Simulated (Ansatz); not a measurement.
# H-type WSe2 bilayer (3R stacking) in a perpendicular field, part 2 of 2

What dipole does a perpendicular field induce in the H-type WSe2 bilayer (3R stacking), and does the gap follow? A positive field points along +c.

Ansatz 0.2.0; plane-wave DFT, PBE-D3(BJ), Ansatz PAW.

So far, gap along the path (eV): step 3 (atoms held, field 0, start network) 1.29; step 9 (field -0.2 V/Å) 1.25; step 10 (field 0.3 V/Å) 1.28; step 11 (field -0.3 V/Å) 1.22; step 12 (field 0.4 V/Å) 1.26.

## (13) Single point, field -0.4 V/Å

Input file input.yaml:

```yaml
crystal:
  lattice:
    - [3.2844635717, 0.0, 0.0]
    - [-1.6422317858, 2.8444288909, 0.0]
    - [0.0, 0.0, 27.7663491353]
  atoms:
    - { symbol: Se, position: [0.3333333333, 0.6666666667, 0.3241333586] }
    - { symbol: W, position: [0.0, 0.0, 0.3848192321] }
    - { symbol: Se, position: [0.3333333333, 0.6666666667, 0.4453823457] }
    - { symbol: Se, position: [0.6666666667, 0.3333333333, 0.55458667] }
    - { symbol: W, position: [0.3333333333, 0.6666666667, 0.6152128198] }
    - { symbol: Se, position: [0.6666666667, 0.3333333333, 0.6758666414] }
kpoints:
  mp_grid: { grid: [18, 18, 1] }
  band_path:
    path: [[0, 0, 0], [0.5, 0, 0], [0.33333333, 0.33333333, 0], [0, 0, 0]]
    npoints: 16
hamiltonian:
  xc: pbe
  dispersion: d3bj
scf:
  occupations: { method: fermi_dirac, width: 0.02585 }
  convergence: { dr2_threshold: 1.0e-10 }
efield:
  axis: 3
  dipole_correction: true
  ramp_position: 0.9244
  ramp_width: 0.1513
  amplitude: -0.4
output:
  write_potential: true
  write_density: true
  volumetric_format: npy
```

The run is started by

```
> ansatz run input.yaml --threads 4 --pin off --max-ram 8192MiB --backend cpu --events-out ev --progress --plain --runs-dir out
```

Run time: 33 s. Hardware: 4 threads of Arm Neoverse V1, shared host; peak memory 0.94 GiB.

The dipole is -0.228 e·Å, -0.232 e·Å from its value without field, and the gap 1.181 eV.

## (14) Response, atoms held

This step: plane-wave DFT, PBE-D3(BJ), Ansatz PAW; response to a field along the normal, atoms held (Ansatz 0.2.0).

The dipoles give the slope, and the difference of two potentials shows where the field is screened.

This step gave:

```
equivalent conductor thickness p/(ε₀AE) : 11.21 Å
distance between the outer atoms        : 9.766 Å
```

The dipole of the cell by applied field:

```
applied field (V/Å)  dipole of the cell (e·Å)
             -0.400                    -0.228
             -0.300                    -0.170
             -0.200                    -0.112
             -0.100                   -0.0543
             -0.050                   -0.0253
              0.000                   0.00361
              0.050                    0.0326
              0.100                    0.0615
              0.200                     0.119
              0.300                     0.177
              0.400                     0.235
```

Local field over the applied field, running mean. From the potentials at -0.05 and 0.05 V/Å; running mean over 2.8 Å. Local field over applied field against z:

z (Å), local field over applied field and a bar:
```
      4.5      0.998 ##############################
      5.0      0.994 ##############################
      5.5      0.982 #############################
      6.0      0.952 #############################
      6.5      0.885 ##########################
      7.0      0.766 #######################
      7.5      0.614 ##################
      8.0      0.451 #############
      8.5      0.292 ########
      9.0      0.163 ####
      9.5      0.085 ##
     10.0      0.050 #
     10.5      0.035 
     11.0      0.037 
     11.5      0.053 #
     12.0      0.082 ##
     12.5      0.137 ###
     13.0      0.195 #####
     13.5      0.229 ######
     14.0      0.235 ######
     14.5      0.216 ######
     15.0      0.167 ####
     15.5      0.106 ##
     16.0      0.064 #
     16.5      0.043 
     17.0      0.033 
     17.5      0.040 
     18.0      0.062 #
     18.5      0.114 ###
     19.0      0.218 ######
     19.5      0.364 ##########
     20.0      0.528 ###############
     20.5      0.687 ####################
     21.0      0.827 #########################
     21.5      0.922 ############################
     22.0      0.969 #############################
     22.5      0.989 ##############################
     23.0      0.996 ##############################
     23.5      0.999 ##############################
```

Electrons, planar mean, per unit field. Induced electron density against z:

z (Å), induced electron density (e/Å³ per V/Å) and a bar from the least value:
```
      4.5    0.00001 ###############
      5.0    0.00002 ###############
      5.5    0.00007 ###############
      6.0    0.00019 ################
      6.5    0.00051 #################
      7.0    0.00126 ####################
      7.5    0.00266 ##########################
      8.0    0.00350 ##############################
      8.5    0.00156 ######################
      9.0    0.00083 ##################
      9.5    0.00044 #################
     10.0   -0.00065 ############
     10.5   -0.00009 ##############
     11.0    0.00031 ################
     11.5    0.00036 ################
     12.0   -0.00052 ############
     12.5   -0.00079 ###########
     13.0   -0.00151 ########
     13.5   -0.00153 ########
     14.0    0.00055 #################
     14.5    0.00192 #######################
     15.0    0.00101 ###################
     15.5    0.00057 #################
     16.0    0.00016 ###############
     16.5   -0.00042 #############
     17.0   -0.00023 ##############
     17.5    0.00042 #################
     18.0    0.00027 ################
     18.5   -0.00071 ############
     19.0   -0.00096 ###########
     19.5   -0.00267 ###
     20.0   -0.00338 
     20.5   -0.00194 ######
     21.0   -0.00083 ###########
     21.5   -0.00033 #############
     22.0   -0.00012 ##############
     22.5   -0.00004 ###############
     23.0   -0.00001 ###############
     23.5    0.00000 ###############
```

The smaller of the gaps on the path and on the k-mesh, counted as 0 under 0.03 eV. Gap against applied field:

```
applied field (V/Å)  gap (eV)
             -0.400      1.18
             -0.300      1.22
             -0.200      1.25
             -0.100      1.28
             -0.050      1.29
              0.000      1.29
              0.050      1.30
              0.100      1.30
              0.200      1.30
              0.300      1.28
              0.400      1.26
```

By hand: between -0.05 and 0.05 V/Å the dipole changes by 0.05788 e·Å, a slope of 0.5788 e·Å²/V. A perfect conductor of thickness t has p = ε₀AEt, so t = 180.95 × 0.5788 / 9.342 = 11.21 Å (e/ε₀ = 180.95 V·Å, A in Å²).

The induced dipole is that of a conductor 11.21 Å thick.

## (15) Summary of results

```json
{"gap without field": "1.29 eV", "ionisation energy, upper face": "4.87 eV", "electron affinity, upper face": "3.58 eV", "step between the vacuum levels": "-0.0699 eV", "equivalent conductor thickness, atoms held": "11.2 Å"}
```

In words: The induced dipole equals that of a perfect conductor 11.21 Å thick, while the outer atoms lie 9.77 Å apart; an out-of-plane ε follows only once a thickness t is chosen, by 1 − 1/ε = 11.21 Å / t. The two faces differ: the vacuum level above lies 0.07 eV lower than the one below. The gap goes from 1.29 eV to 1.18 eV at -0.4 V/Å. Semilocal functionals give gaps that are too small, and excitons are not included. Spin-orbit coupling is left out, which matters for the bands of elements this heavy.

[Logs are printed without paths, hosts, clocks, repeated set-up lines and the standing remarks that a program may print on its own settings, such as how far it seeks lower states.]

[Hosts, paths, dates, database ids (printed as entryN), source tags and the programs' standing remarks are cut or masked in the printed files.]

[Maps of the electrostatic potential energy from Ansatz leave out the sawtooth potential of an applied field or a dipole correction, so their vacuum need not be flat; planar profiles and work functions include it.]
